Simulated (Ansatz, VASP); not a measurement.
## One calculation of Ni, two programs

```xyz
2
Lattice="2.5066 0.0000 0.0000 -1.2533 2.1708 0.0000 0.0000 0.0000 4.1050" Properties=species:S:1:pos:R:3 pbc="T T T"
Ni    0.0000    1.4472    1.0262
Ni    1.2533    0.7236    3.0787
```

Alike in both runs: functional revPBE; k mesh 14 × 14 × 8; occupations fermi-dirac, width 0.05 eV; collinear spin.

Ansatz relaxed the structure, and its values are those at the end. VASP's run is a single point on that final structure, the one shown.

|  | VASP | Ansatz |
| --- | --- | --- |
| version | VASP 6.6.1 | Ansatz 0.2.0 |
| potentials or method | VASP PAW PBE potentials, release 64 (Ni) | plane waves (420 eV) with PAW, scalar-relativistic |
| plane-wave cutoff (eV) | 520 | 420 |
| valence electrons in the cell | 20 | 36 |

Ansatz gave:

| Property | Result |
| --- | --- |
| pressure (GPa) | 0.0 |
| net moment per atom (μB) | 0.69 |
| size of the moment on the site where the two differ most (μB) | 0.73 |

Q: What did VASP give for the same quantities?

A: Pressure (GPa): -0.1; net moment per atom (μB): 0.66; size of the moment on the site where the two differ most (μB): 0.67.

Site moments also hang on the region over which each program counts them. With one functional, cell and mesh, what is left measures potentials, basis and numerics. The two sets of potentials don't hold the same shells in valence.

Caveats: the PAW data sets were made with another functional, which shifts forces and pressure a little (VASP).
